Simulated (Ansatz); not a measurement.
Wanted: the native input for an Ansatz 0.2.0 run.

```yaml
Task: relaxation of cell and atoms
Functional: PBEsol
Dispersion: D4
Potentials_or_basis: Ansatz PAW
Cutoff: "420 eV (not typed: the program's choice for these potentials)"
k_mesh: 9 × 9 × 9
Occupations: fermi-dirac, width 0.05 eV
Spin: no spin polarisation
```

Crystal: MgS (Niningerite).

```
S Mg
1.0
     0.00000    2.60165    2.60165
     2.60165    0.00000    2.60165
     2.60165    2.60165    0.00000
S Mg
1 1
Direct
  0.50000 0.50000 0.50000
  0.00000 0.00000 0.00000
```

These files were run (other wordings do the same):

input.yaml

```yaml
crystal:
  lattice:
    - [0.0, 2.60165, 2.60165]
    - [2.60165, 0.0, 2.60165]
    - [2.60165, 2.60165, 0.0]
  atoms:
    - { symbol: S, position: [0.5, 0.5, 0.5] }
    - { symbol: Mg, position: [0.0, 0.0, 0.0] }
hamiltonian:
  xc: pbesol
  pseudopotentials: { kind: paw }
  dispersion: d4
kpoints:
  mp_grid: { grid: [9, 9, 9] }
scf:
  occupations: { method: fermi_dirac, width: 0.05 }
output:
  forces: true
  stress: true
  eigenvalues: true
relax:
  f_tol: 0.01
  max_steps: 40
  cell: { stress_tol: 0.05 }
```

Potentials or basis: Ansatz PAW.

The run is started by

```bash
$ ansatz run input.yaml --threads 2 --pin off --max-ram 5632MiB --backend cpu --events-out ev --progress --plain --runs-dir out
```

Results of the run:

```yaml
Relaxed_volume: 17.07 Å³/atom
Relaxed_cell: a = 3.641 Å, b = 3.641 Å, c = 3.641 Å, α = 60.00°, β = 60.00°, γ = 60.00°
Space_group_after_relaxing_to_0.05_Å: Fm-3m (No. 225)
Energy_gained_by_relaxing: 4.1 meV/atom
Ionic_steps: 4
Pressure_after_relaxing: 0.0 GPa
Band_gap_on_the_k_mesh: 2.90 eV, indirect (least direct gap 3.84 eV)
```

Caveat: odd divisions of the mesh miss points on the zone boundary, where band edges often lie, so the gap on the mesh can be too wide; the plane-wave basis is chosen anew once the cell has moved, so the energies of steps on either side of that aren't comparable; the PAW data sets come from PBE, with cores solved anew for the run's functional, which leaves a small shift of forces and pressure.

Wall time 3 s on 2 threads of Intel(R) Xeon(R) Platinum 8488C (Sapphire Rapids), with other jobs on the host, peak memory 0.36 GiB.
